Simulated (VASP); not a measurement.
Set up this calculation in VASP 6.6.1, as the native input.

* Task: relaxation of cell and atoms
* Functional: PBE
* Potentials or basis: VASP PAW PBE potentials, release 64 (Ta, As)
* Cutoff: 300 eV
* k mesh: 8 × 8 × 8
* Occupations: methfessel-paxton, width 0.1 eV
* Spin: no spin polarisation
* Further INCAR settings: ALGO = Normal; EDIFF = 1e-06; IBRION = 2; EDIFFG = -0.01; NSW = 90; ISIF = 3

The structure of TaAs lies in POSCAR:

```
TaAs
1.0
   -1.7218133622      1.7218133622      5.8679415361
    1.7218133622     -1.7218133622      5.8679415361
    1.7218133622      1.7218133622     -5.8679415361
Ta As
2 2
Direct
    0.4999673000      0.9999673000      0.5000000000
    0.7499673000      0.7499673000      0.0000000000
    0.0826321200      0.5826321200      0.5000000000
    0.3326321200      0.3326321200      0.0000000000
```

The cell is a database's computed one.

One way to write it, as run:

INCAR

```
SYSTEM = TaAs
PREC     = Accurate       ! precision mode
ENCUT    = 300            ! plane-wave cutoff, eV
EDIFF    = 1E-6           ! SCF threshold, eV
ISMEAR   = 1              ! smearing method
SIGMA    = 0.1            ! smearing width, eV
LREAL    = .False.        ! projectors in reciprocal space
LASPH    = .True.         ! aspherical terms in the spheres
NELM     = 80             ! most SCF steps
ALGO     = Normal         ! electronic algorithm
ISIF     = 3              ! what is computed and relaxed
LWAVE    = .False.        ! write WAVECAR
LCHARG   = .False.        ! write CHGCAR
GGA      = PE             ! functional
IBRION   = 2              ! ionic algorithm
NSW      = 90             ! ionic steps
EDIFFG   = -0.01          ! ionic threshold
KPAR     = 2
```

KPOINTS

```
regular mesh
0
Gamma
  8 8 8
  0 0 0
```

Potentials or basis: VASP PAW PBE potentials, release 64 (Ta, As).

Command:

```bash
$ cat potpaw_PBE.64/Ta/POTCAR potpaw_PBE.64/As/POTCAR > POTCAR
$ mpirun -np 2 vasp_std > vasp.out
```

Results of the run:

```json
{
 "Relaxed volume": "17.55 Å³/atom",
 "Relaxed cell": "a = 6.357 Å, b = 6.357 Å, c = 6.357 Å, α = 148.43°, β = 148.43°, γ = 45.25°",
 "Space group after relaxing (to 0.05 Å)": "I4_1md (No. 109)",
 "Energy gained by relaxing": "0.9 meV/atom",
 "Ionic steps": "6",
 "Pressure after relaxing": "0.0 GPa",
 "Band gap on the k mesh": "none (metal or under the smearing width)"
}
```

Run time: 64 s on 2 MPI ranks on Intel(R) Xeon(R) Platinum 8375C CPU @ 2.90GHz (Ice Lake), on a shared host, peak memory 0.21 GiB a rank.
